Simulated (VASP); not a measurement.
TiTe2: relaxation of shape and atoms at fixed volume with PBE

The system is TiTe2.

```
CELL_PARAMETERS angstrom
3.83906 0.00000 0.00000
-1.91953 3.32472 0.00000
0.00000 0.00000 6.68825
ATOMIC_POSITIONS crystal
Ti 0.00000 0.00000 0.00000
Te 0.66667 0.33333 0.25723
Te 0.33333 0.66667 0.74277
```

The cell isn't the ideal one: a relaxed cell with its volume scaled by 1.04.

| Quantity | Value |
| --- | --- |
| Program | VASP 6.6.1 |
| Task | relaxation of shape and atoms at fixed volume |
| Functional | PBE |
| Potentials or basis | VASP PAW PBE potentials, release 64 (Ti, Te) |
| Cutoff | 300 eV |
| k mesh | 6 × 6 × 3 |
| Occupations | methfessel-paxton, width 0.1 eV |
| Spin | no spin polarisation |
| Further INCAR settings | ALGO = Normal; EDIFF = 1e-07; IBRION = 2; EDIFFG = -0.01; NSW = 40; ISIF = 4 |

```yaml
Energy_gained_by_relaxing: 5.4 meV/atom
Ionic_steps: 6
Pressure_after_relaxing: -0.6 GPa
Largest_force_after_relaxing: 0.005 eV/Å
Band_gap_on_the_k_mesh: none (metal or under the smearing width)
```

Forces in eV/Å, atoms in the order of the input:
```
Ti   0.000  0.000  0.000
Te   0.000  0.000  0.005
Te   0.000  0.000 -0.005
```

Step by step:
```tsv
step	energy change (eV)	largest force (eV/Å)	pressure (GPa)
1	0.0000	0.3192	-2.19
2	-0.0079	0.1897	-1.75
3	-0.0119	0.0237	-1.16
4	-0.0120	0.0026	-1.08
5	-0.0147	0.0005	-0.90
6	-0.0162	0.0048	-0.62
```

Final structure:
```yaml
crystal:
  lattice:
    - [3.80809, 0.00000, 0.00000]
    - [-1.90404, 3.29790, 0.00000]
    - [0.00000, 0.00000, 6.79749]
  atoms:
    - { symbol: Ti, position: [0.00000, 0.00000, 0.00000] }
    - { symbol: Te, position: [0.66667, 0.33333, 0.24968] }
    - { symbol: Te, position: [0.33333, 0.66667, 0.75032] }
```

Levels at points of the mesh, in eV from the Fermi level:
| k point | band 6 | band 7 | band 8 | band 9 | band 10 | band 11 |
| --- | --- | --- | --- | --- | --- | --- |
| (0.00, 0.00, 0.00) | 0.20 | 0.37 | 0.37 | 0.38 | 1.02 | 1.02 |
| (0.50, 0.00, 0.00) | -2.28 | -1.76 | -0.98 | 0.04 | 1.07 | 1.39 |

It took 62 s on 1 thread of Intel(R) Xeon(R) Platinum 8488C (Sapphire Rapids) (shared host), peak memory 0.15 GiB.

Caveat: this functional lacks dispersion, which binds the layers, so the pressure and a relaxed spacing across them are unreliable. Spin-orbit coupling is left out, which matters for the levels of Te.
